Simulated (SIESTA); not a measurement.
## MoS2 in SIESTA: the effect of functional

Crystal: MoS2.

```xyz
3
Lattice="1.5800 0.9122 6.1500 -1.5800 0.9122 6.1500 0.0000 -1.8244 6.1500" Properties=species:S:1:pos:R:3 pbc="T T T"
Mo    0.0000    0.0000    0.0000
S     0.0000    0.0000    7.6936
S     0.0000    0.0000    4.6125
```

Measurements of this composition are mostly on another form, of space group No. 194.

Alike in all runs:

| Quantity | Value |
| --- | --- |
| Program | SIESTA 5.4.2 |
| Task | band structure |
| Basis | DZP (energy shift 0.003 Ry; two zetas on semicore shells) |
| Grid cutoff | 800 Ry |
| Energy shift | 0.003 Ry |
| k mesh | 10 × 10 × 10 |
| Occupations | fermi-dirac, width 0.05 eV |
| Spin | no spin polarisation |

```tsv
functional	potentials or basis	gap on the mesh (eV)	pressure (GPa)	largest force (eV/Å)
AM05	PseudoDojo 0.4 standard (PBEsol files)	1.00	3.0	0.58
BLYP	PseudoDojo 0.4 standard (PBE files)	?	?	?
vdW-DF-cx	PseudoDojo 0.4 standard (PBE files)	0.99	5.1	0.97
```

Question: What does the run with functional BLYP give?

Answer: gap on the mesh 1.03 eV; pressure 16.2 GPa; largest force 1.39 eV/Å.

Caveats: the potentials were made for another functional, which shifts forces and pressure; the basis of atomic orbitals isn't converged, which shifts pressures, moduli and gaps.

A k mesh can miss the band edges.

Runs at the PBE level aren't shown here.
